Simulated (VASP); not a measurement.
# P (Pm-3m) in VASP: further runs

The runs below take P through single point, with PBE+D3(BJ).

Everything below comes from runs of VASP 6.6.1. Logs are shortened: lines on timing, memory, paths and dates and some standing lists are left out, and cuts for length are marked.

## (1) The crystal as given

The structure is cubic, space group Pm-3m (No. 221). The conventional cell has a = 2.559 Å, b = 2.559 Å, c = 2.559 Å, α = 90.00°, β = 90.00°, γ = 90.00°. P (site symmetry m-3m) has 6 P at 2.56 Å as nearest neighbours.

The cell was built by a generator and needn't be a form met in nature.

## (2) Single point, PBE+D3(BJ)

Contents of INCAR:

```
SYSTEM = P
PREC = Accurate
ENCUT = 520
EDIFF = 1E-6
ISMEAR = 0
SIGMA = 0.05
LREAL = .FALSE.
LASPH = .TRUE.
NELM = 100
ALGO = Normal
ISIF = 2
LWAVE = .FALSE.
LCHARG = .FALSE.
GGA = PE
IVDW = 12
NBANDS = 8
```

Contents of KPOINTS:

```
regular mesh
0
G
  18 18 18
  0 0 0
```

Contents of POSCAR:

```
P
1.0
    2.5585688000      0.0000000000      0.0000000000
    0.0000000000      2.5585688000      0.0000000000
    0.0000000000      0.0000000000      2.5585688000
P
1
Direct
    0.0000000000      0.0000000000      0.0000000000
```

Potentials or basis: VASP PAW PBE potentials, release 64 (P).

On the command line:

```
> cat potpaw_PBE.64/P/POTCAR > POTCAR
> mpirun -np 1 vasp_std > vasp.out
```

OUTCAR:

```text
SYSTEM = P
   PREC = Accurate
   ENCUT = 520
   EDIFF = 1E-6
   ISMEAR = 0
   LREAL = .FALSE.
   LASPH = .TRUE.
   NELM = 100
   ISIF = 2
   GGA = PE
   IVDW = 12
 IVDW          = 12

 ion  position               nearest neighbor table
   1  0.000  0.000  0.000-

  LATTYP: Found a simple cubic cell.
 ALAT       =     2.5585688000

  Lattice vectors:

 A1 = (   2.5585688000,   0.0000000000,   0.0000000000)
 A2 = (   0.0000000000,   2.5585688000,   0.0000000000)
 A3 = (   0.0000000000,   0.0000000000,   2.5585688000)

Analysis of symmetry for initial positions (statically):
=====================================================================
 Subroutine PRICEL returns:
 Original cell was already a primitive cell.

 Routine SETGRP: Setting up the symmetry group for a
 simple cubic supercell.

 Subroutine GETGRP returns: Found 48 space group operations
 (whereof 48 operations were pure point group operations)
 out of a pool of 48 trial point group operations.

The static configuration has the point symmetry O_h .

Analysis of symmetry for dynamics (positions and initial velocities):
=====================================================================
 Subroutine PRICEL returns:
 Original cell was already a primitive cell.

 Routine SETGRP: Setting up the symmetry group for a
 simple cubic supercell.

 Subroutine GETGRP returns: Found 48 space group operations
 (whereof 48 operations were pure point group operations)
 out of a pool of 48 trial point group operations.

The dynamic configuration has the point symmetry O_h .

 Subroutine INISYM returns: Found 48 space group operations
 (whereof 48 operations are pure point group operations),
 and found     1 'primitive' translations

----------------------------------------------------------------------------------------

                                     Primitive cell

  volume of cell :      16.7491

  direct lattice vectors                    reciprocal lattice vectors
     2.558568800  0.000000000  0.000000000     0.390843506  0.000000000  0.000000000
     0.000000000  2.558568800  0.000000000     0.000000000  0.390843506  0.000000000
     0.000000000  0.000000000  2.558568800     0.000000000  0.000000000  0.390843506

  length of vectors
[... 68 lines left out ...]
   NGX,Y,Z   is equivalent  to a cutoff of  13.00, 13.00, 13.00 a.u.
   NGXF,Y,Z  is equivalent  to a cutoff of  25.99, 25.99, 25.99 a.u.
 SYSTEM =  P
   PREC   = accura    normal or accurate (medium, high low for compatibility)
   ISTART =      0    job   : 0-new  1-cont  2-samecut
   ICHARG =      2    charge: 1-file 2-atom 10-const
   ISPIN  =      1    spin polarized calculation?
   LNONCOLLINEAR =      F non collinear calculations
   LSORBIT =      F    spin-orbit coupling
   LASPH  =      T    aspherical Exc in radial PAW
   ENCUT  =  520.0 eV  38.22 Ry    6.18 a.u.   4.76  4.76  4.76*2*pi/ulx,y,z
   NELM   =    100;   NELMIN=  2; NELMDL= -5     # of ELM steps
   EDIFF  = 0.1E-05   stopping-criterion for ELM
[... 8 lines left out ...]
   TEBEG  =    0.0;   TEEND  =   0.0 temperature during run
   PSTRESS=    0.0 pullay stress
   NELECT =       5.0000    total number of electrons
   NUPDOWN=      -1.0000    fix difference up-down
   EMIN   =  10.00;   EMAX   =-10.00  energy-range for DOS
[... 5 lines left out ...]
     AMIX     =   0.40;   BMIX     =  1.00
     AMIX_MAG =   1.60;   BMIX_MAG =  1.00
  volume/ion in A,a.u.               =      16.75       113.03
  Fermi-wavevector in a.u.,A,eV,Ry     =   1.094127  2.067600 16.287723  1.197114
  Thomas-Fermi vector in A             =   2.230426
   LORBIT       =      0    0 simple, 1 ext, 2 COOP (PROOUT), +10 PAW based schemes
   GGA     = PE    functional components
   LHFCALC =     F    Hartree Fock is set to
   AEXX    =    0.0000 exact exchange contribution
   IVDW    =    12    specifies the selected vdW correction
   LEPSILON=     F    determine dielectric tensor
   LRPA    =     F    only Hartree local field effects (RPA)
 non-spin polarized calculation
 Gauss-broadening in eV      SIGMA  =   0.05
  energy-cutoff  :      520.00
  volume of cell :       16.75
 maximum number of plane-waves:       468
 NGX is ok and might be reduce to    20
   NGX =  9   NGY =  9   NGZ =  9

 number of electron       5.0000000 magnetization

 Free energy of the ion-electron system (eV)
  ---------------------------------------------------
  ext. energy  EPLUGINS =         0.00000000
  ---------------------------------------------------
  free energy    TOTEN  =        -5.18217969 eV

  energy without entropy =       -5.18113469  energy(sigma->0) =       -5.18165719

 E-fermi :   7.6675     XC(G=0): -10.6662

 val. band max:        7.6651147633   @ k =   0.2778   0.2222   0.1667
 cond. band min:       7.6837781591   @ k =   0.1667   0.0556   0.0556
 fundamental gap:      0.0186633958
 Fermi energy:         7.6674637122

 k-point     1 :       0.0000    0.0000    0.0000
  band No.  band energies     occupation
      1      -7.3958      2.00000
      2      12.0525      0.00000
      3      12.0525      0.00000
      4      12.0525      0.00000
      5      14.7423      0.00000
      6      14.7423      0.00000
      7      20.4418      0.00000
      8      30.4300      0.00000
[... 243 lines left out ...]
 k-point    24 :       0.3333    0.1111    0.0000
  band No.  band energies     occupation
      1      -5.0119      2.00000
      2       3.0591      2.00000
      3      11.1062      0.00000
      4      13.7363      0.00000
      5      17.8729      0.00000
      6      20.2285      0.00000
      7      22.7454      0.00000
      8      23.5564      0.00000

 [... further k-points ...]

------------------------ aborting loop because EDIFF is reached ----------------------------------------

 Edisp (eV)   -0.42120

 E8    (eV) :    -0.1596

  FORCE on cell =-STRESS in cart. coord.  units (eV):
  Direction    XX          YY          ZZ          XY          YZ          ZX
  --------------------------------------------------------------------------------------
  -------------------------------------------------------------------------------------
  Total      -1.50669    -1.50669    -1.50669    -0.00000    -0.00000     0.00000
  in kB    -144.12629  -144.12629  -144.12629    -0.00000    -0.00000     0.00000
  external pressure =     -144.13 kB  Pullay stress =        0.00 kB

 VOLUME and BASIS-vectors are now :
 -----------------------------------------------------------------------------
  energy-cutoff  :      520.00
  volume of cell :       16.75
      direct lattice vectors                 reciprocal lattice vectors
     2.558568800  0.000000000  0.000000000     0.390843506  0.000000000  0.000000000
     0.000000000  2.558568800  0.000000000     0.000000000  0.390843506  0.000000000
     0.000000000  0.000000000  2.558568800     0.000000000  0.000000000  0.390843506

 POSITION                                       TOTAL-FORCE (eV/Angst)
 -----------------------------------------------------------------------------------
      0.00000      0.00000      0.00000         0.000000      0.000000      0.000000
 -----------------------------------------------------------------------------------
    total drift:                               -0.000000     -0.000000      0.000000

  FREE ENERGIE OF THE ION-ELECTRON SYSTEM (eV)
  ---------------------------------------------------
  free  energy   TOTEN  =        -5.6033793656 eV

  energy  without entropy=       -5.6023343664  energy(sigma->0) =       -5.60285687
```

Wall time 11 s (1 thread of Intel Xeon Platinum 8375C at 2.90GHz (Ice Lake), shared host); peak memory 0.14 GiB.

Results:

| Quantity | Value |
| --- | --- |
| Free energy | -5.6034 eV |
| Pressure | -14.4 GPa |
| Band gap on the k mesh | none (metal or under the smearing width) |
| Dispersion energy per atom | -0.421 eV |

Levels at points of the mesh, in eV from the Fermi level:
```tsv
k point	band 1	band 2	band 3	band 4	band 5	band 6	band 7	band 8
(0.00, 0.00, 0.00)	-15.06	4.39	4.39	4.39	7.07	7.07	12.77	22.76
(0.50, 0.00, 0.00)	-11.43	-7.42	6.66	6.66	9.35	13.90	13.90	15.68
(0.50, 0.50, 0.00)	-7.56	-4.52	-4.52	1.89	8.74	15.63	16.13	16.13
(0.50, 0.50, 0.50)	-3.02	-1.92	-1.92	-1.92	5.21	5.21	5.21	11.06
```

Caveat: pairwise dispersion overbinds metals, which lowers pressure and volume.

## (3) Single point, PBE+D3(BJ)

This run uses another cell than the first one, of 12.28 Å³/atom, 0.733 times its volume.

Contents of INCAR:

```
PREC = Accurate ; ENCUT = 520
EDIFF = 1E-6 ; ISMEAR = 0
SIGMA = 0.05 ; LREAL = False
LASPH = True ; NELM = 80
ALGO = Normal ; ISIF = 2
LWAVE = False ; LCHARG = False
GGA = PE ; IVDW = 12
NBANDS = 8
```

Contents of KPOINTS:

```
Automatic mesh
0
Gamma
  20 20 20
```

Contents of POSCAR:

```
P
1.0
    2.3073385811      0.0000000000      0.0000000000
    0.0000000000      2.3073385811      0.0000000000
    0.0000000000      0.0000000000      2.3073385811
P
1
Direct
    0.0000000000      0.0000000000      0.0000000000
```

Potentials or basis: VASP PAW PBE potentials, release 64 (P).

On the command line:

```
> cat potpaw_PBE.64/P/POTCAR > POTCAR
> mpirun -np 1 vasp_std > vasp.out
```

It took 17 s on 1 thread of Intel Xeon Platinum 8375C at 2.90GHz (Ice Lake), shared host; peak memory 0.14 GiB.

The run converged. Its results:

| Quantity | Value |
| --- | --- |
| Free energy | -5.6647 eV |
| Pressure | 21.6 GPa |
| Band gap on the k mesh | none (metal or under the smearing width) |
| Dispersion energy per atom | -0.575 eV |

Levels at points of the mesh, in eV from the Fermi level:
```
           k point  band 1  band 2  band 3  band 4  band 5  band 6  band 7  band 8
(0.00, 0.00, 0.00)  -18.49    5.88    5.88    5.88    6.41    6.41   16.32   26.71
(0.50, 0.00, 0.00)  -13.23  -10.36    9.36    9.50    9.50   14.97   14.97   18.08
(0.50, 0.50, 0.00)   -7.41   -6.27   -6.27   -0.27   12.94   17.92   17.92   19.30
(0.50, 0.50, 0.50)   -2.49   -2.49   -2.49    0.40    3.93    3.93    3.93   10.79
```

Caveat: so large a pressure means that the cell lies far from this level's equilibrium, or that cutoff or potentials fall short; pairwise dispersion overbinds metals, which lowers pressure and volume.
